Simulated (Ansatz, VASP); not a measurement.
**GaN: VASP beside Ansatz**

```
Ga N
1.0
     0.00000    2.13409    2.13409
     2.13409    0.00000    2.13409
     2.13409    2.13409    0.00000
Ga N
1 1
Cartesian
  2.1341 2.1341 2.1341
  0.0000 0.0000 0.0000
```

Alike in both runs: functional PBE; k mesh 14 × 14 × 14; occupations gaussian, width 0.02 eV; no spin polarisation.

Ansatz relaxed the structure, and its values are those at the end. VASP's run is a single point on that final structure, the one shown.

|  | VASP | Ansatz |
| --- | --- | --- |
| version | VASP 6.6.1 | Ansatz 0.2.0 |
| potentials or method | VASP PAW PBE potentials, release 64 (Ga_d, N) | scalar-relativistic, plane waves, PAW |
| plane-wave cutoff (eV) | 520 | 420 |
| valence electrons in the cell | 18 | 18 |

Ansatz gave:

```
gap on the k mesh at the Fermi level (eV) : 0.42
least direct gap on the mesh (eV)         : 2.38
pressure (GPa)                            : 0.0
```

Task: What did VASP give for the same quantities?

Result: gap on the k mesh at the Fermi level (eV): 0.41; least direct gap on the mesh (eV): 2.39; pressure (GPa): 0.8.
